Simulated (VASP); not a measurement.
Input of a VASP 6.6.1 run:

INCAR

```
PREC     = Accurate       # precision mode
ENCUT    = 520            # plane-wave cutoff, eV
EDIFF    = 1E-7           # SCF threshold, eV
ISMEAR   = 0              # smearing method
SIGMA    = 0.1            # smearing width, eV
LREAL    = F              # projectors in reciprocal space
LASPH    = T              # aspherical terms in the spheres
NELM     = 100            # most SCF steps
ALGO     = Normal         # electronic algorithm
ISIF     = 2              # what is computed and relaxed
LWAVE    = F              # write WAVECAR
LCHARG   = F              # write CHGCAR
GGA      = PE             # functional
NBANDS   = 32             # bands
```

Contents of KPOINTS:

```
Automatic mesh
0
Gamma
  4 4 4
```

The input POSCAR:

```
Ca4F
1.0
    0.0000000000      3.8617020200      3.8617020200
    3.8617020200      0.0000000000      3.8617020200
    3.8617020200      3.8617020200      0.0000000000
Ca F
4 1
Direct
    0.3763068000      0.3763068000      0.3763068000
    0.3763068000      0.3763068000      0.8710795900
    0.3763068000      0.8710795900      0.3763068000
    0.8710795900      0.3763068000      0.3763068000
    0.5000000000      0.5000000000      0.5000000000
```

Potentials or basis: VASP PAW PBE potentials, release 64 (Ca_sv, F).

Command:

```console
$ cat potpaw_PBE.64/Ca_sv/POTCAR potpaw_PBE.64/F/POTCAR > POTCAR
$ mpirun -np 1 vasp_std > vasp.out
```

(1) What does it give for the pressure?

(2) Estimate the largest force.

(3) Estimate the band gap on the k mesh.

## Answers

(1) 63.3 GPa.

(2) 15.872 eV/Å.

(3) none (metal or under the smearing width).

Caveat: a pressure of tens of GPa on the cell as given is suspect, and the run, the potentials or the cell itself is likely at fault; an odd number of electrons without spin polarisation forces a metal; a magnetic or distorted state may lie lower.
